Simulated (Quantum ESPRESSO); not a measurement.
# GaN (P6_3mc) in Quantum ESPRESSO: convergence with k mesh

Aim: find how far k mesh must go before the results for GaN settle, at PBE. This setting moves, with any that are tied to it; all else stays.

Program: Quantum ESPRESSO 7.5. These are calculated values, not measurements. Logs are shortened: lines on timing, memory, paths and dates and some standing lists are left out, and cuts for length are marked.

### 1 The crystal as given

The structure is hexagonal, space group P6_3mc (No. 186). Conventional cell: a = 3.180 Å, b = 3.180 Å, c = 5.166 Å, α = 90.00°, β = 90.00°, γ = 120.00°. Ga (site symmetry 3m) has 4 N at 1.94 to 1.95 Å as nearest neighbours. Around N (site symmetry 3m) lie 4 Ga at 1.94 to 1.95 Å.

### 2 With k mesh 2 × 2 × 1

Contents of pw.in:

```
&CONTROL
  calculation = 'scf'
  prefix = 'pwscf'
  outdir = './tmp'
  pseudo_dir = './pseudo'
  tprnfor = .true.
  tstress = .true.
  disk_io = 'nowf'
/
&SYSTEM
  ibrav = 0
  nat = 4
  ntyp = 2
  ecutwfc = 91
  nbnd = 26
  occupations = 'smearing'
  smearing = 'gaussian'
  degauss = 0.00367493
/
&ELECTRONS
  conv_thr = 8d-10
  electron_maxstep = 120
  mixing_beta = 0.5
/
ATOMIC_SPECIES
Ga    69.7230 Ga.upf
N     14.0070 N.upf
CELL_PARAMETERS angstrom
   3.1800000000    0.0000000000    0.0000000000
  -1.5900000000    2.7539607840    0.0000000000
   0.0000000000    0.0000000000    5.1660000000
ATOMIC_POSITIONS crystal
Ga     0.6666666667    0.3333333333    0.5000000000
Ga     0.3333333333    0.6666666667    0.0000000000
N      0.6666666667    0.3333333333    0.8750000000
N      0.3333333333    0.6666666667    0.3750000000
K_POINTS automatic
2 2 1 0 0 0
```

Potentials or basis: Ansatz NC SR PBE.

Run with:

```bash
$ OMP_NUM_THREADS=1 pw.x -in pw.in > pw.out
```

pw.out:

```text
[... set-up lines left out ...]
     Self-consistent Calculation

     iteration #  1     ecut=    91.00 Ry     beta= 0.50
     Davidson diagonalization with overlap
     ethr =  1.00E-02,  avg # of iterations =  4.0

     total energy              =    -348.83574658 Ry
     estimated scf accuracy    <       1.18259663 Ry

     iteration #  2     ecut=    91.00 Ry     beta= 0.50
     Davidson diagonalization with overlap
     ethr =  3.28E-03,  avg # of iterations =  2.0

     total energy              =    -349.19079549 Ry
     estimated scf accuracy    <       0.21207934 Ry

     iteration #  3     ecut=    91.00 Ry     beta= 0.50
     Davidson diagonalization with overlap
     ethr =  5.89E-04,  avg # of iterations =  2.0

     total energy              =    -349.22511754 Ry
     estimated scf accuracy    <       0.00857656 Ry

     iteration #  4     ecut=    91.00 Ry     beta= 0.50
     Davidson diagonalization with overlap
     ethr =  2.38E-05,  avg # of iterations =  5.5

     total energy              =    -349.22584949 Ry
     estimated scf accuracy    <       0.00140705 Ry

     iteration #  5     ecut=    91.00 Ry     beta= 0.50
     Davidson diagonalization with overlap
     ethr =  3.91E-06,  avg # of iterations =  2.0

     total energy              =    -349.22598615 Ry
     estimated scf accuracy    <       0.00005377 Ry

     iteration #  6     ecut=    91.00 Ry     beta= 0.50
     Davidson diagonalization with overlap
     ethr =  1.49E-07,  avg # of iterations =  3.0

     total energy              =    -349.22600589 Ry
     estimated scf accuracy    <       0.00000862 Ry

     iteration #  7     ecut=    91.00 Ry     beta= 0.50
     Davidson diagonalization with overlap
     ethr =  2.40E-08,  avg # of iterations =  2.0

     total energy              =    -349.22600717 Ry
     estimated scf accuracy    <       0.00000035 Ry

     iteration #  8     ecut=    91.00 Ry     beta= 0.50
     Davidson diagonalization with overlap
     ethr =  9.72E-10,  avg # of iterations =  3.0

     total energy              =    -349.22600724 Ry
     estimated scf accuracy    <       0.00000002 Ry

     iteration #  9     ecut=    91.00 Ry     beta= 0.50
     Davidson diagonalization with overlap
     ethr =  6.19E-11,  avg # of iterations =  3.5

     End of self-consistent calculation

          k = 0.0000 0.0000 0.0000 (  4499 PWs)   bands (ev):

    -5.0966  -4.2537  -2.8311  -2.8112  -2.8112  -2.7545  -2.7545  -2.5743
    -2.5743  -2.4702  -2.4702  -1.0691   3.7670   9.9564   9.9564  10.9474
    11.0413  11.0413  12.9293  15.1816  20.2460  20.7451  20.7451  21.6963
    22.6141  22.6141

          k = 0.0000-0.5774 0.0000 (  4498 PWs)   bands (ev):

    -4.2677  -4.1195  -2.7701  -2.7392  -2.6502  -2.6131  -2.5579  -2.5517
    -2.4870  -2.4493  -1.1998  -0.6009   4.4285   5.6366   6.6617   8.2039
     8.6940  10.0308  15.9324  16.5176  16.9970  19.6812  21.2126  21.3783
    23.4665  24.3397

     the Fermi energy is    11.5238 ev

!    total energy              =    -349.22600725 Ry
     estimated scf accuracy    <          2.9E-10 Ry
     smearing contrib. (-TS)   =      -0.00000000 Ry
     internal energy E=F+TS    =    -349.22600725 Ry

     The total energy is F=E-TS. E is the sum of the following terms:
     one-electron contribution =    -104.29389188 Ry
     hartree contribution      =      87.37672018 Ry
     xc contribution           =     -98.30188718 Ry
     ewald contribution        =    -234.00694837 Ry

     convergence has been achieved in   9 iterations

     Forces acting on atoms (cartesian axes, Ry/au):

     atom    1 type  1   force =     0.00000000    0.00000000   -0.00550474
     atom    2 type  1   force =     0.00000000    0.00000000   -0.00550474
     atom    3 type  2   force =     0.00000000    0.00000000    0.00550474
     atom    4 type  2   force =     0.00000000    0.00000000    0.00550474

     Total force =     0.011009     Total SCF correction =     0.000018

     Computing stress (Cartesian axis) and pressure

          total   stress  (Ry/bohr**3)                   (kbar)     P=       64.48
   0.00085404  -0.00000000   0.00000000          125.63       -0.00        0.00
  -0.00000000   0.00085404   0.00000000           -0.00      125.63        0.00
   0.00000000   0.00000000  -0.00039311            0.00        0.00      -57.83

=------------------------------------------------------------------------------=
   JOB DONE.
=------------------------------------------------------------------------------=
```

Wall time 3.3 s (1 thread of Arm Neoverse V2, shared host); peak memory 0.07 GiB.

Results:

```
Free energy            : -4751.4619 eV
Pressure               : 6.4 GPa
Largest force          : 0.142 eV/Å
Band gap on the k mesh : 1.89 eV, direct
```

### 3 With k mesh 3 × 3 × 2

pw.in: that of step 2 with these lines changed.

```diff
@@ -37,2 +37,2 @@
 K_POINTS automatic
-2 2 1 0 0 0
+3 3 2 0 0 0
```

Potentials or basis: Ansatz NC SR PBE.

Run with:

```bash
$ OMP_NUM_THREADS=1 pw.x -in pw.in > pw.out
```

Run time: 11 s. Hardware: 1 thread of Arm Neoverse V2, shared host; peak memory 0.07 GiB.

What came out:

```
Free energy            : -4752.3684 eV
Pressure               : 7.7 GPa
Largest force          : 0.121 eV/Å
Band gap on the k mesh : 1.95 eV, direct
```

### 4 With k mesh 4 × 4 × 2

pw.in: that of step 3 with these lines changed.

```diff
@@ -37,2 +37,2 @@
 K_POINTS automatic
-3 3 2 0 0 0
+4 4 2 0 0 0
```

Run with:

```bash
$ OMP_NUM_THREADS=1 pw.x -in pw.in > pw.out
```

Wall time 14 s (1 thread of Arm Neoverse V2, shared host); peak memory 0.08 GiB.

Results:

| Item | Value |
| --- | --- |
| Free energy | -4752.6015 eV |
| Pressure | 7.5 GPa |
| Largest force | 0.132 eV/Å |
| Band gap on the k mesh | 1.98 eV, direct |

### 5 With k mesh 6 × 6 × 3

pw.in: that of step 4 with these lines changed.

```diff
@@ -37,2 +37,2 @@
 K_POINTS automatic
-4 4 2 0 0 0
+6 6 3 0 0 0
```

Run with:

```bash
$ OMP_NUM_THREADS=1 pw.x -in pw.in > pw.out
```

Run time: 24 s. Hardware: 1 thread of Arm Neoverse V2, shared host; peak memory 0.09 GiB.

Results:

| Quantity | Value |
| --- | --- |
| Free energy | -4752.6596 eV |
| Pressure | 7.6 GPa |
| Largest force | 0.136 eV/Å |
| Band gap on the k mesh | 1.98 eV, direct |

### 6 With k mesh 8 × 8 × 4

pw.in: that of step 5 with these lines changed.

```diff
@@ -37,2 +37,2 @@
 K_POINTS automatic
-6 6 3 0 0 0
+8 8 4 0 0 0
```

Potentials or basis: Ansatz NC SR PBE.

Run with:

```bash
$ OMP_NUM_THREADS=1 pw.x -in pw.in > pw.out
```

Run time: 36 s. Hardware: 1 thread of Arm Neoverse V2, shared host; peak memory 0.11 GiB.

The run converged. Its results:

| Quantity | Value |
| --- | --- |
| Free energy | -4752.6664 eV |
| Pressure | 7.6 GPa |
| Largest force | 0.137 eV/Å |
| Band gap on the k mesh | 1.99 eV, direct |

### 7 With k mesh 9 × 9 × 4

pw.in: that of step 6 with these lines changed.

```diff
@@ -37,2 +37,2 @@
 K_POINTS automatic
-8 8 4 0 0 0
+9 9 4 0 0 0
```

Run with:

```bash
$ OMP_NUM_THREADS=1 pw.x -in pw.in > pw.out
```

Run time: 62 s. Hardware: 1 thread of Arm Neoverse V2, shared host; peak memory 0.13 GiB.

The run converged. Its results:

- Free energy: -4752.6667 eV
- Pressure: 7.6 GPa
- Largest force: 0.137 eV/Å
- Band gap on the k mesh: 1.99 eV, direct

### 8 With k mesh 10 × 10 × 5

pw.in: that of step 7 with these lines changed.

```diff
@@ -37,2 +37,2 @@
 K_POINTS automatic
-9 9 4 0 0 0
+10 10 5 0 0 0
```

Run with:

```bash
$ OMP_NUM_THREADS=1 pw.x -in pw.in > pw.out
```

Wall time 50 s (1 thread of Arm Neoverse V2, shared host); peak memory 0.14 GiB.

It converged, with:

```
Free energy            : -4752.6668 eV
Pressure               : 7.6 GPa
Largest force          : 0.137 eV/Å
Band gap on the k mesh : 1.99 eV, direct
```

### 9 With k mesh 12 × 12 × 6

pw.in: that of step 8 with these lines changed.

```diff
@@ -37,2 +37,2 @@
 K_POINTS automatic
-10 10 5 0 0 0
+12 12 6 0 0 0
```

Potentials or basis: Ansatz NC SR PBE.

Run with:

```bash
$ OMP_NUM_THREADS=1 pw.x -in pw.in > pw.out
```

Wall time 91 s (1 thread of Arm Neoverse V2, shared host); peak memory 0.2 GiB.

The run converged. Its results:

```yaml
Free_energy: -4752.6669 eV
Pressure: 7.6 GPa
Largest_force: 0.137 eV/Å
Band_gap_on_the_k_mesh: 1.99 eV, direct
```

### 10 With k mesh 14 × 14 × 7

pw.in: that of step 9 with these lines changed.

```diff
@@ -37,2 +37,2 @@
 K_POINTS automatic
-12 12 6 0 0 0
+14 14 7 0 0 0
```

Run with:

```bash
$ OMP_NUM_THREADS=1 pw.x -in pw.in > pw.out
```

Run time: 1.9 min. Hardware: 1 thread of Arm Neoverse V2, shared host; peak memory 0.23 GiB.

Results (log left out):

```yaml
Free_energy: -4752.6669 eV
Pressure: 7.6 GPa
Largest_force: 0.137 eV/Å
Band_gap_on_the_k_mesh: 1.99 eV, direct
```

### 11 The series at a glance

| k mesh | energy less the tightest run, at zero smearing (meV/atom) | pressure (GPa) | largest force (eV/Å) | gap on the mesh (eV) | SCF cycles | CPU time (s) | peak memory (GiB) |
| --- | --- | --- | --- | --- | --- | --- | --- |
| 2 × 2 × 1 | 301.26 | 6.45 | 0.142 | 1.888 | 9 | 3.3 | 0.07 |
| 3 × 3 × 2 | 74.63 | 7.73 | 0.121 | 1.952 | 12 | 11 | 0.07 |
| 4 × 4 × 2 | 16.36 | 7.50 | 0.132 | 1.977 | 12 | 14 | 0.08 |
| 6 × 6 × 3 | 1.84 | 7.56 | 0.136 | 1.985 | 12 | 24 | 0.09 |
| 8 × 8 × 4 | 0.14 | 7.59 | 0.137 | 1.986 | 9 | 36 | 0.11 |
| 9 × 9 × 4 | 0.07 | 7.58 | 0.137 | 1.986 | 12 | 62 | 0.13 |
| 10 × 10 × 5 | 0.03 | 7.60 | 0.137 | 1.986 | 9 | 50 | 0.14 |
| 12 × 12 × 6 | 0.01 | 7.60 | 0.137 | 1.986 | 9 | 91 | 0.2 |
| 14 × 14 × 7 | 0.00 | 7.60 | 0.137 | 1.986 | 9 | 120 | 0.23 |

Against the tightest run, the energy stays within 1 meV/atom from 8 × 8 × 4 on; the pressure stays within 0.1 GPa from 6 × 6 × 3 on; the largest force stays within 0.005 eV/Å from 6 × 6 × 3 on; the gap on the mesh stays within 0.01 eV from 4 × 4 × 2 on. Meshes of other sizes hit other points, so gaps and Fermi surfaces needn't settle smoothly. The tightest run that finished is the yardstick and may itself not be fully converged.

Caveats: an odd mesh through Γ misses points on the zone boundary, where band edges often lie.
